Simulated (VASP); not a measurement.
Runs of VASP 6.6.1 on Hf. All rows change the cell; the cell of one of them follows. Symmetry: I4/mmm, No. 139, tetragonal system. The conventional cell has a = 3.140 Å, b = 3.140 Å, c = 4.529 Å, α = 90.00°, β = 90.00°, γ = 90.00°. Hf (site symmetry 4/mmm) is surrounded by 12 Hf at 3.14 to 3.17 Å. This isn't the form of Hf at room conditions, which is hcp.

```tsv
cell	gap on the mesh (eV)	pressure (GPa)
strain +0.0200 x Voigt [1, 0, 0, 0, 0, 0], atoms carried along	none	(a)
strain +0.0050 x Voigt [1, 0, 0, 0, 0, 0], atoms carried along	none	-2.4
strain +0.0150 x Voigt [1, 0, 0, 0, 0, 0], atoms carried along	none	-3.4
strain -0.0100 x Voigt [1, 0, 0, 0, 0, 0], atoms carried along	none	-0.9
```

Alike in all rows: task single point; level PBEsol; potentials or basis VASP PAW PBE potentials, release 64 (Hf_pv); no spin polarisation; k mesh 18 × 18 × 18; cutoff (eV) 520; smearing gaussian 0.15 eV.

Problem. Estimate the missing entries.

Solution. (a) -3.9.

Caveats: the PAW data sets were made with another functional, which shifts forces and pressure a little.

A k mesh can miss the band edges, and the runs leave out spin-orbit coupling on Hf.

A gap of «none» marks a metal or a gap under the smearing width.
